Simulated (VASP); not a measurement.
# Te2Mo: relaxation of cell and atoms with PBE

The system is Te2Mo, a slab with vacuum.

```
CELL_PARAMETERS angstrom
6.36161 0.00000 0.00000
0.00000 3.48040 0.00000
-0.08574 0.00000 36.17589
ATOMIC_POSITIONS crystal
Te 0.42925 0.75000 0.54070
Te 0.57075 0.25000 0.45930
Te 0.92085 0.25000 0.55653
Te 0.07915 0.75000 0.44347
Mo 0.18135 0.25000 0.49747
Mo 0.81865 0.75000 0.50253
```

```yaml
Program: VASP 6.6.1
Task: relaxation of cell and atoms
Functional: PBE
Potentials_or_basis: VASP PAW PBE potentials, release 54 (Te, Mo_sv)
Cutoff: 600 eV
k_mesh: 3 × 6 × 1
Occupations: fermi-dirac, width 0.05 eV
Spin: no spin polarisation
Further_INCAR_settings: ALGO = Normal; EDIFF = 1e-06; IBRION = 2; EDIFFG = -0.01; NSW = 40; ISIF = 3
```

```json
{
 "Relaxed volume": "133.77 Å³/atom",
 "Relaxed cell": "a = 6.369 Å, b = 3.463 Å, c = 36.394 Å, α = 90.00°, β = 90.06°, γ = 90.00°",
 "Space group after relaxing (to 0.05 Å)": "P2_1/m (No. 11)",
 "Energy gained by relaxing": "1.4 meV/atom",
 "Ionic steps": "12",
 "Largest force after relaxing": "0.008 eV/Å",
 "Band gap on the k mesh": "none (metal or under the smearing width)"
}
```

Forces on the atoms (eV/Å):
```
Te   0.003  0.000  0.008
Te  -0.003  0.000 -0.008
Te  -0.001  0.000  0.004
Te   0.001  0.000 -0.004
Mo  -0.002  0.000  0.007
Mo   0.002  0.000 -0.007
```

The path:
```
step  energy change (eV)  largest force (eV/Å)  pressure (GPa)  volume (Å³)
   1              0.0000                0.2737            0.12       800.97
   2              0.0016                0.2590           -0.25       812.77
   3             -0.0061                0.0492           -0.06       806.47
   4             -0.0080                0.0267            0.00       803.14
   5             -0.0080                0.0251            0.00       802.83
   6             -0.0080                0.0255            0.01       802.90
   7             -0.0080                0.0262            0.00       803.02
   8             -0.0081                0.0156            0.00       803.15
   9             -0.0081                0.0183           -0.01       803.21
  10             -0.0082                0.0199            0.01       802.56
  11             -0.0082                0.0194            0.01       802.53
  12             -0.0082                0.0081            0.00       802.62
```

Final structure:
```xyz
6
Lattice="6.3690 0.0000 0.0040 0.0000 3.4627 0.0000 -0.0628 0.0000 36.3938" Properties=species:S:1:pos:R:3 pbc="T T T"
Te    2.7078    2.5970   19.6834
Te    3.5983    0.8657   16.7144
Te    5.8250    0.8657   20.2678
Te    0.4812    2.5970   16.1301
Mo    1.1217    0.8657   18.1071
Mo    5.1845    2.5970   18.2907
```

Levels at points of the mesh, in eV from the Fermi level:
| k point | band 23 | band 24 | band 25 | band 26 | band 27 | band 28 | band 29 | band 30 |
| --- | --- | --- | --- | --- | --- | --- | --- | --- |
| (0.00, 0.00, 0.00) | -0.97 | -0.53 | -0.31 | 0.27 | 0.66 | 1.14 | 1.67 | 2.08 |
| (0.00, 0.50, 0.00) | -1.59 | -1.59 | -1.40 | -1.40 | 1.19 | 1.19 | 1.47 | 1.47 |

Wall time 53 min on 1 thread of Intel(R) Xeon(R) Platinum 8375C CPU @ 2.90GHz (Ice Lake) (shared host), peak memory 1.1 GiB.

The run has no spin-orbit coupling, so splittings on Te are missing.
